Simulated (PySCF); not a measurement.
Static polarisabilities and like-pair C6 coefficients by linear response at PBE0/aug-cc-pVTZ (PySCF, frozen core in the response, non-relativistic, gas phase), PBE0-D3(BJ)/def2-TZVP geometries, one conformer each; atomic units unless stated.

```tsv
label	species	α	C6
P	`OC1CC1`	40.9	757.4
Q	`CCC=O`	42.0	782
R	`C[C@@H]1CO1`	40.8	757
S	`FC(F)C(F)(F)F`	31.4	625.6
T	`C=CCO`	45.3	838
U	`C1COC1`	40.0	739.7
```

Problem. Estimate the unlike-pair coefficients by the rule C6(AB) = 2·C6(AA)·C6(BB) / [C6(AA)·αB/αA + C6(BB)·αA/αB], and compare with the geometric mean, for PQ, PR, PS, QT, QU, RT, ST and SU.

Solution. 
```csv
pair,combination rule,geometric mean,ratio
PQ,769.5,769.6,1.000
PR,757.2,757.2,1.000
PS,678.5,688.4,0.986
QT,808.8,809.5,0.999
QU,760.4,760.5,1.000
RT,795.3,796.4,0.999
ST,706.8,724.1,0.976
SU,671.7,680.3,0.987
```

The rule is exact for one-pole polarisabilities and never exceeds the geometric mean; the two meet where both partners have the same effective excitation energy. These unlike-pair values are estimates, not computed integrals.
